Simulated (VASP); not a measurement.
A run of VASP 6.6.1 is set up as follows.

INCAR

```
  PREC = Accurate
  ENCUT = 520
  EDIFF = 1E-6
  ISMEAR = 0
  SIGMA = 0.1
  LREAL = False
  LASPH = True
  NELM = 100
  ALGO = Fast
  ISIF = 2
  LWAVE = False
  LCHARG = False
  GGA = PE
  NBANDS = 28
```

KPOINTS

```
regular mesh
0
Gamma
  6 6 2
```

POSCAR

```
Ca
1.0
    3.9575547823      0.0000000000      0.0000000000
   -1.9787773911      3.4273429783      0.0000000000
    0.0000000000      0.0000000000     12.8694210400
Ca
4
Direct
    0.0000000000      0.0000000000      0.0000000000
    0.3333333300      0.6666666700      0.2500000000
    0.0000000000      0.0000000000      0.5000000000
    0.6666666700      0.3333333300      0.7500000000
```

Potentials or basis: VASP PAW PBE potentials, release 64 (Ca_sv).

Command:

```sh
$ cat potpaw_PBE.64/Ca_sv/POTCAR > POTCAR
$ mpirun -np 1 vasp_std > vasp.out
```

Q: What does it give for the band gap on the k mesh?

A: None (metal or under the smearing width).

Q: Predict the pressure.

A: -0.5 GPa.

Stress tensor (GPa, compression positive):
```
-0.69  0.00  0.00
 0.00 -0.69  0.00
 0.00  0.00 -0.18
```
